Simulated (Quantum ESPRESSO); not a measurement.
# Si (Fd-3m) in Quantum ESPRESSO: energy-loss spectrum with PBEsol

Aim: the energy-loss spectrum of Si with PBEsol.

Program: Quantum ESPRESSO 7.5. These are calculated values, not measurements. Logs are shortened: lines on timing, memory, paths and dates and some standing lists are left out, and cuts for length are marked.

### 1 The crystal as given

Symmetry: Fd-3m, No. 227, cubic system. Conventional cell: a = 5.444 Å, b = 5.444 Å, c = 5.444 Å, α = 90.00°, β = 90.00°, γ = 90.00°. Si (site symmetry -43m) is surrounded by 4 Si at 2.36 Å.

### 2 Energy-loss spectrum, PBEsol

Input file pw.in:

```
&CONTROL
  calculation = 'scf'
  prefix = 'pwscf'
  outdir = './tmp'
  pseudo_dir = './pseudo'
  tprnfor = .true.
  tstress = .true.
  disk_io = 'low'
/
&SYSTEM
  ibrav = 0
  nat = 2
  ntyp = 1
  ecutwfc = 36
  nbnd = 9
  occupations = 'smearing'
  smearing = 'fd'
  degauss = 0.00367493
/
&ELECTRONS
  conv_thr = 4d-10
  electron_maxstep = 120
  mixing_beta = 0.5
  mixing_ndim = 12
  startingwfc = 'random'
/
ATOMIC_SPECIES
Si    28.0850 Si.upf
CELL_PARAMETERS angstrom
   0.0000000000    2.7218511865    2.7218511865
   2.7218511865    0.0000000000    2.7218511865
   2.7218511865    2.7218511865    0.0000000000
ATOMIC_POSITIONS angstrom
Si     2.7218511865    2.7218511865    2.7218511865
Si     4.0827767798    4.0827767798    4.0827767798
K_POINTS automatic
5 5 5 1 1 1
```

Input file scf2.in:

```
&CONTROL
  calculation = 'scf'
  prefix = 'pwscf'
  outdir = './tmp'
  pseudo_dir = './pseudo'
  tprnfor = .true.
  tstress = .true.
  disk_io = 'low'
/
&SYSTEM
  ibrav = 0
  nat = 2
  ntyp = 1
  ecutwfc = 36
  nbnd = 9
  occupations = 'fixed'
/
&ELECTRONS
  conv_thr = 1d-11
  electron_maxstep = 120
  mixing_beta = 0.5
  mixing_ndim = 12
  startingwfc = 'file'
  startingpot = 'file'
/
ATOMIC_SPECIES
Si    28.0850 Si.upf
CELL_PARAMETERS angstrom
   0.0000000000    2.7218511865    2.7218511865
   2.7218511865    0.0000000000    2.7218511865
   2.7218511865    2.7218511865    0.0000000000
ATOMIC_POSITIONS angstrom
Si     2.7218511865    2.7218511865    2.7218511865
Si     4.0827767798    4.0827767798    4.0827767798
K_POINTS automatic
5 5 5 1 1 1
```

Input file eels.in:

```
&LR_INPUT
  prefix = 'pwscf'
  outdir = './tmp'
  restart_step = 5000
  restart = .false.
/
&LR_CONTROL
  calculator = 'lanczos'
  approximation = 'TDDFT'
  q1 = 0
  q2 = 0
  q3 = 0.4901054067
  itermax = 400
/
```

Input file spectrum.in:

```
&LR_INPUT
  prefix = 'pwscf'
  outdir = './tmp'
  eels = .true.
  itermax0 = 400
  itermax = 20000
  extrapolation = 'osc'
  epsil = 0.02
  units = 1
  start = 0
  end = 40
  increment = 0.2
/
```

Input file spectrum_short.in:

```
&LR_INPUT
  prefix = 'pwscf'
  outdir = './tmp'
  eels = .true.
  itermax0 = 266
  itermax = 20000
  extrapolation = 'osc'
  epsil = 0.02
  units = 1
  start = 0
  end = 40
  increment = 0.2
/
```

Potentials or basis: PseudoDojo 0.4 SR PBEsol stringent.

Launch:

```sh
$ OMP_NUM_THREADS=1 pw.x -in pw.in > pw.out
$ OMP_NUM_THREADS=1 pw.x -in scf2.in > scf2.out
$ OMP_NUM_THREADS=1 turbo_eels.x -in eels.in > eels.out
$ OMP_NUM_THREADS=1 turbo_spectrum.x -in spectrum.in > spectrum.out
$ OMP_NUM_THREADS=1 turbo_spectrum.x -in spectrum_short.in > spectrum_short.out
```

pw.out:

```text
This program is part of the open-source Quantum ESPRESSO suite
     for quantum simulation of materials; please cite
[... 9 lines left out ...]
     --------------------
     sticks:   dense  smooth     PW     G-vecs:    dense   smooth      PW
     Sum         517     517    163                 7823     7823    1459

     Using Slab Decomposition

     bravais-lattice index     =            0
     lattice parameter (alat)  =       7.2741  a.u.
     unit-cell volume          =     272.1571 (a.u.)^3
     number of atoms/cell      =            2
     number of atomic types    =            1
     number of electrons       =         8.00
     number of Kohn-Sham states=            9
     kinetic-energy cutoff     =      36.0000  Ry
     charge density cutoff     =     144.0000  Ry
     scf convergence threshold =      4.0E-10
     mixing beta               =       0.5000
     number of iterations used =           12  plain     mixing
     Exchange-correlation= PBESOL
                           (   1   4  10   8   0   0   0)

     celldm(1)=   7.274083  celldm(2)=   0.000000  celldm(3)=   0.000000
     celldm(4)=   0.000000  celldm(5)=   0.000000  celldm(6)=   0.000000

     crystal axes: (cart. coord. in units of alat)
               a(1) = (   0.000000   0.707107   0.707107 )
               a(2) = (   0.707107   0.000000   0.707107 )
               a(3) = (   0.707107   0.707107   0.000000 )

     reciprocal axes: (cart. coord. in units 2 pi/alat)
               b(1) = ( -0.707107  0.707107  0.707107 )
               b(2) = (  0.707107 -0.707107  0.707107 )
               b(3) = (  0.707107  0.707107 -0.707107 )

     PseudoPot. # 1 for Si read from file:
     Si.upf
     Pseudo is Norm-conserving + core correction, Zval =  4.0
     Generated using ONCVPSP code by D. R. Hamann
     Using radial grid of 1510 points,  6 beta functions with:
                l(1) =   0
                l(2) =   0
                l(3) =   1
                l(4) =   1
                l(5) =   2
                l(6) =   2

     atomic species   valence    mass     pseudopotential
     Si                4.00    28.08500     Si( 1.00)

     48 Sym. Ops., with inversion, found (24 have fractional translation)

   Cartesian axes

     site n.     atom                  positions (alat units)
         1        Si     tau(   1) = (   0.7071068   0.7071068   0.7071068  )
         2        Si     tau(   2) = (   1.0606602   1.0606602   1.0606602  )

     number of k points=    19  Fermi-Dirac smearing, width (Ry)=  0.0037
                       cart. coord. in units 2pi/alat
        k(    1) = (   0.0707107   0.0707107   0.0707107), wk =   0.0320000
        k(    2) = (   0.2121320   0.2121320  -0.0707107), wk =   0.0960000
        k(    3) = (  -0.3535534  -0.3535534   0.4949747), wk =   0.0960000
        k(    4) = (  -0.2121320  -0.2121320   0.3535534), wk =   0.0960000
        k(    5) = (  -0.0707107  -0.0707107   0.2121320), wk =   0.0960000
        k(    6) = (   0.3535534   0.0707107   0.0707107), wk =   0.0960000
[... 11 lines left out ...]
        k(   18) = (  -0.7778175   0.3535534   0.0707107), wk =   0.0960000
        k(   19) = (  -0.3535534  -0.3535534  -0.3535534), wk =   0.0160000

     Dense  grid:     7823 G-vectors     FFT dimensions: (  32,  32,  32)

     Initial potential from superposition of free atoms

     starting charge       7.9988, renormalised to       8.0000
     Starting wfcs are random

     Self-consistent Calculation

     iteration #  1     ecut=    36.00 Ry     beta= 0.50
     Davidson diagonalization with overlap
     ethr =  1.00E-02,  avg # of iterations =  8.3

     Threshold (ethr) on eigenvalues was too large:
     Diagonalizing with lowered threshold

     Davidson diagonalization with overlap
     ethr =  6.64E-04,  avg # of iterations =  1.7

     total energy              =     -16.92616455 Ry
     estimated scf accuracy    <       0.05485255 Ry

     iteration #  2     ecut=    36.00 Ry     beta= 0.50
     Davidson diagonalization with overlap
     ethr =  6.86E-04,  avg # of iterations =  1.0

     total energy              =     -16.92546800 Ry
     estimated scf accuracy    <       0.00861340 Ry

     iteration #  3     ecut=    36.00 Ry     beta= 0.50
     Davidson diagonalization with overlap
     ethr =  1.08E-04,  avg # of iterations =  2.9

     total energy              =     -16.92595763 Ry
     estimated scf accuracy    <       0.00013545 Ry

     iteration #  4     ecut=    36.00 Ry     beta= 0.50
     Davidson diagonalization with overlap
     ethr =  1.69E-06,  avg # of iterations =  9.1

     total energy              =     -16.92599898 Ry
     estimated scf accuracy    <       0.00000032 Ry

     iteration #  5     ecut=    36.00 Ry     beta= 0.50
     Davidson diagonalization with overlap
     ethr =  4.01E-09,  avg # of iterations =  3.1

     total energy              =     -16.92599945 Ry
     estimated scf accuracy    <       0.00000004 Ry

     iteration #  6     ecut=    36.00 Ry     beta= 0.50
     Davidson diagonalization with overlap
     ethr =  4.98E-10,  avg # of iterations =  1.8

     total energy              =     -16.92599946 Ry
     estimated scf accuracy    <          1.2E-09 Ry

     iteration #  7     ecut=    36.00 Ry     beta= 0.50
     Davidson diagonalization with overlap
     ethr =  1.44E-11,  avg # of iterations =  2.5

     End of self-consistent calculation

          k = 0.0707 0.0707 0.0707 (   968 PWs)   bands (ev):

    -5.7062   4.9461   5.9049   5.9049   8.5999   8.9091   8.9091  10.2622
    13.4315

          k = 0.2121 0.2121-0.0707 (   978 PWs)   bands (ev):

    -5.0257   2.4487   4.3201   5.6007   8.7432   9.4211   9.7500  11.9528
    12.3981

          k =-0.3536-0.3536 0.4950 (   994 PWs)   bands (ev):

    -3.6221  -0.4813   3.9858   4.8579   8.2230   9.4773   9.7307  13.9883
    14.6426

          k =-0.2121-0.2121 0.3536 (   999 PWs)   bands (ev):

    -4.0960   0.3072   4.4053   4.6229   8.2495   9.3795  10.1557  12.3971
    14.8732

          k =-0.0707-0.0707 0.2121 (   978 PWs)   bands (ev):

    -5.3609   3.6385   5.0875   5.2548   8.2781   9.4391  10.0617  10.9913
    12.7904

          k = 0.3536 0.0707 0.0707 (   991 PWs)   bands (ev):

    -4.6792   2.2241   4.0959   4.2623   7.5819   9.4585  11.1901  11.5311
    14.5654

          k =-0.2121-0.4950 0.6364 (   997 PWs)   bands (ev):

    -3.4240   0.2286   2.6574   3.6786   8.1779   9.7713  10.8497  12.9647
    16.0126

          k =-0.0707-0.3536 0.4950 (   996 PWs)   bands (ev):

    -2.9750  -0.3749   2.0953   3.8636   8.7025  10.1349  11.9603  12.7570
    13.6185

          k = 0.0707-0.2121 0.3536 (   995 PWs)   bands (ev):

    -4.3687   1.3121   3.4167   4.7520   8.7264   9.6431  10.7266  11.1618
    13.9029

          k =-0.7778 0.0707 0.0707 (   995 PWs)   bands (ev):

    -2.4061  -0.9098   2.8088   3.3566   6.8215   7.5853  14.7703  14.8541
    16.8150

          k =-0.6364 0.2121-0.0707 (   995 PWs)   bands (ev):

    -2.2772  -0.9291   2.1604   3.1075   7.8501   9.2986  12.3682  14.1394
    14.9391

          k =-0.4950 0.3536-0.2121 (   990 PWs)   bands (ev):

    -3.1626  -0.7287   3.1257   4.2628   8.8023   9.1225  11.0537  13.8000
    13.8452

          k =-0.4950 0.0707 0.0707 (   999 PWs)   bands (ev):

    -3.6813   0.6808   3.2342   3.6649   7.0631   8.2515  12.9739  13.1051
    16.5323

          k = 0.2121 0.2121 0.2121 (   980 PWs)   bands (ev):

    -4.7070   1.2954   5.1884   5.1884   7.8595   9.5821   9.5821  13.5751
    13.6425

          k =-0.3536-0.3536 0.7778 (   992 PWs)   bands (ev):

    -3.7750   0.3834   2.6291   4.7862   8.4731  10.5737  10.6263  12.6971
    12.8664

          k =-0.2121-0.2121 0.6364 (   989 PWs)   bands (ev):

    -2.5116  -0.7990   1.8400   3.8882   7.4705  11.1990  12.4511  12.6199
    14.5106

          k =-0.9192 0.2121 0.2121 (   995 PWs)   bands (ev):

    -3.2743  -0.3955   2.9506   4.1483   7.8530  10.7185  11.1484  11.6591
    15.7283

          k =-0.7778 0.3536 0.0707 (   998 PWs)   bands (ev):

    -2.1824  -0.9619   1.9421   2.8412   9.6887  10.0089  11.4144  11.8544
    14.9195

          k =-0.3536-0.3536-0.3536 (   978 PWs)   bands (ev):

    -3.5080  -0.8781   4.9055   4.9055   7.5355   9.3851   9.3851  13.6187
    16.6050

     the Fermi energy is     6.3530 ev

!    total energy              =     -16.92599946 Ry
     estimated scf accuracy    <          5.2E-11 Ry
     smearing contrib. (-TS)   =      -0.00000062 Ry
     internal energy E=F+TS    =     -16.92599884 Ry

     The total energy is F=E-TS. E is the sum of the following terms:
     one-electron contribution =       4.89007329 Ry
     hartree contribution      =       1.08097647 Ry
     xc contribution           =      -6.14038953 Ry
     ewald contribution        =     -16.75665906 Ry

     convergence has been achieved in   7 iterations

     Forces acting on atoms (cartesian axes, Ry/au):

     atom    1 type  1   force =     0.00000000   -0.00000000    0.00000000
     atom    2 type  1   force =    -0.00000000    0.00000000   -0.00000000

     Total force =     0.000000     Total SCF correction =     0.000000

     Computing stress (Cartesian axis) and pressure

          total   stress  (Ry/bohr**3)                   (kbar)     P=       -6.55
  -0.00004455  -0.00000000  -0.00000000           -6.55       -0.00       -0.00
  -0.00000000  -0.00004455   0.00000000           -0.00       -6.55        0.00
  -0.00000000   0.00000000  -0.00004455           -0.00        0.00       -6.55

=------------------------------------------------------------------------------=
   JOB DONE.
=------------------------------------------------------------------------------=
```

It took 1.9 min on 1 thread of Arm Neoverse V1, shared host; peak memory 0.14 GiB.

Results:

* Free energy: -230.2900 eV
* Pressure: -0.7 GPa
* Peak of the energy-loss function: 19.0 eV

Energy-loss function at q = [0.0, 0.0, 0.8] (Å⁻¹, cartesian):
```csv
energy (eV),loss
0.0,0.000
1.8,0.005
3.4,0.023
5.2,0.074
7.0,0.195
8.6,0.197
10.4,0.344
12.2,0.586
13.8,1.032
15.6,1.231
17.4,2.400
19.0,2.845
20.8,1.683
22.4,0.758
24.2,0.300
26.0,0.159
27.6,0.095
29.4,0.074
31.2,0.059
32.8,0.048
34.6,0.038
36.4,0.032
38.0,0.032
39.8,0.026
```
